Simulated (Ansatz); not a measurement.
# C: relaxation of cell and atoms

These are results of Ansatz 0.2.0, DFT, PBE, PAW with Ansatz's default frozen-core files, scalar-relativistic, not measurements.

Command: `ansatz run input.yaml --threads 1 --pin off --max-ram 2048MiB --backend cpu --events-out ev --progress --plain --runs-dir out` The run took about 7.1 s on 1 thread of a shared machine.

```yaml
crystal:
  lattice:
    - [-1.40625, 1.40625, 1.40625]
    - [1.40625, -1.40625, 1.40625]
    - [1.40625, 1.40625, -1.40625]
  atoms:
    - { symbol: C, position: [0.0, 0.0, 0.0] }
kpoints:
  mp_grid: { grid: [16, 16, 16] }
scf:
  occupations: { method: fermi_dirac, width: 0.03 }
hamiltonian:
  xc: pbe
  pseudopotentials: { kind: paw }
output:
  forces: true
  stress: true
  write_density: true
  write_potential: true
  elf: true
  volumetric_format: npy
relax:
  f_tol: 0.005
  max_steps: 80
  cell: {}
```

The cell is built from the bcc type as a first guess.

The cutoff is 420 eV; energies and pressures of the walk include the program's estimate of the Pulay term.

Each frame lists the cell vectors (Å), then Cartesian positions (Å); symmetry keeps all forces zero. Free energies count from the first step, -245.9142 eV.

The walk took 9 evaluations in all; steps that aren't listed are left out.

Step 1: E = 0.0 meV, P = -31.42 GPa

```
cell -1.4062 1.4062 1.4062 1.4062 -1.4062 1.4062 1.4062 1.4062 -1.4062
C     0.0000    0.0000    0.0000
```

Step 2: E = -296.5 meV, P = -28.83 GPa

```
cell -1.3384 1.3384 1.3384 1.3384 -1.3384 1.3384 1.3384 1.3384 -1.3384
C     0.0000    0.0000    0.0000
```

Step 3: E = -525.7 meV, P = -22.75 GPa

```
cell -1.2705 1.2705 1.2705 1.2705 -1.2705 1.2705 1.2705 1.2705 -1.2705
C     0.0000    0.0000    0.0000
```

Step 4: E = -654.5 meV, P = -6.77 GPa

```
cell -1.2019 1.2019 1.2019 1.2019 -1.2019 1.2019 1.2019 1.2019 -1.2019
C     0.0000    0.0000    0.0000
```

Task: How does the relaxation end?

Result: It converges, with a = 2.368 Å, b = 2.368 Å, c = 2.368 Å, α = 90.00°, β = 90.00°, γ = 90.00° (conventional cell, space group Im-3m). The last solve (on a basis chosen afresh for the final cell, so its energy is not quite comparable) gives E = -659.8 meV, P = -0.01 GPa:
```
cell -1.1841 1.1841 1.1841 1.1841 -1.1841 1.1841 1.1841 1.1841 -1.1841
C     0.0000    0.0000    0.0000
```
